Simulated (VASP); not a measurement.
Write the native input for VASP 6.6.1 that does the following.

```yaml
Task: single point
Functional: PBE
Potentials_or_basis: VASP PAW PBE potentials, release 64 (Al, N)
Cutoff: 520 eV
k_mesh: 3 × 3 × 3
Occupations: gaussian, width 0.01 eV
Spin: no spin polarisation
Dipole_correction: no
Further_INCAR_settings: LREAL = Auto; ALGO = Fast; EDIFF = 1e-06; NBANDS = 126
```

The structure of AlN lies in POSCAR:

```
AlN
1.0
    6.2604168406      0.0000000000     -5.0180433216
   -3.1302084203     -5.4216800222     -5.0180433216
   -3.1302084203      5.4216800222     -5.0180433216
Al N
24 24
Direct
    0.1669219247      0.3335885914      0.0002552581
    0.3335885914      0.5002552581      0.6669219247
    0.0002552581      0.1669219247      0.3335885914
    0.8335885914      0.5002552581      0.1669219247
    0.5002552581      0.1669219247      0.8335885914
    0.6669219247      0.3335885914      0.5002552581
    0.3335885914      0.0002552581      0.1669219247
    0.0002552581      0.6669219247      0.8335885914
    0.1669219247      0.8335885914      0.5002552581
    0.6669219247      0.8335885914      0.0002552581
    0.8335885914      0.0002552581      0.6669219247
    0.5002552581      0.6669219247      0.3335885914
    0.8335885914      0.1669219247      0.0002552581
    0.0002552581      0.3335885914      0.6669219247
    0.6669219247      0.0002552581      0.3335885914
    0.5002552581      0.3335885914      0.1669219247
    0.1669219247      0.0002552581      0.8335885914
    0.3335885914      0.1669219247      0.5002552581
    0.0002552581      0.8335885914      0.1669219247
    0.6669219247      0.5002552581      0.8335885914
    0.8335885914      0.6669219247      0.5002552581
    0.3335885914      0.6669219247      0.0002552581
    0.5002552581      0.8335885914      0.6669219247
    0.1669219247      0.5002552581      0.3335885914
    0.0397447419      0.2064114086      0.8730780753
    0.2064114086      0.3730780753      0.5397447419
    0.8730780753      0.0397447419      0.2064114086
    0.7064114086      0.3730780753      0.0397447419
    0.3730780753      0.0397447419      0.7064114086
    0.5397447419      0.2064114086      0.3730780753
    0.2064114086      0.8730780753      0.0397447419
    0.8730780753      0.5397447419      0.7064114086
    0.0397447419      0.7064114086      0.3730780753
    0.5397447419      0.7064114086      0.8730780753
    0.7064114086      0.8730780753      0.5397447419
    0.3730780753      0.5397447419      0.2064114086
    0.0397447419      0.3730780753      0.2064114086
    0.2064114086      0.5397447419      0.8730780753
    0.8730780753      0.2064114086      0.5397447419
    0.7064114086      0.5397447419      0.3730780753
    0.3730780753      0.2064114086      0.0397447419
    0.5397447419      0.3730780753      0.7064114086
    0.2064114086      0.0397447419      0.3730780753
    0.8730780753      0.7064114086      0.0397447419
    0.0397447419      0.8730780753      0.7064114086
    0.5397447419      0.8730780753      0.2064114086
    0.7064114086      0.0397447419      0.8730780753
    0.3730780753      0.7064114086      0.5397447419
```

The cell is a database's computed one.

The cell isn't the ideal one: the perfect crystal in a cell of 48 atoms.

The input as run:

INCAR

```
PREC = Accurate
ENCUT = 520
EDIFF = 1E-6
ISMEAR = 0
SIGMA = 0.01
LREAL = Auto
LASPH = T
NELM = 100
ALGO = Fast
ISIF = 2
LWAVE = F
LCHARG = T
GGA = PE
LELF = T
LVHAR = T
NBANDS = 126
```

KPOINTS

```
regular mesh
0
Gamma
  3 3 3
```

Potentials or basis: VASP PAW PBE potentials, release 64 (Al, N).

The run is started by

```console
$ cat potpaw_PBE.64/Al/POTCAR potpaw_PBE.64/N/POTCAR > POTCAR
$ mpirun -np 1 vasp_std > vasp.out
```

It gave:

| Property | Result |
| --- | --- |
| Pressure | -0.2 GPa |
| Band gap on the k mesh | 4.04 eV |

Wall time 7.2 min on 1 thread of Intel(R) Xeon(R) Platinum 8488C (Sapphire Rapids), on a shared host, peak memory 0.61 GiB.
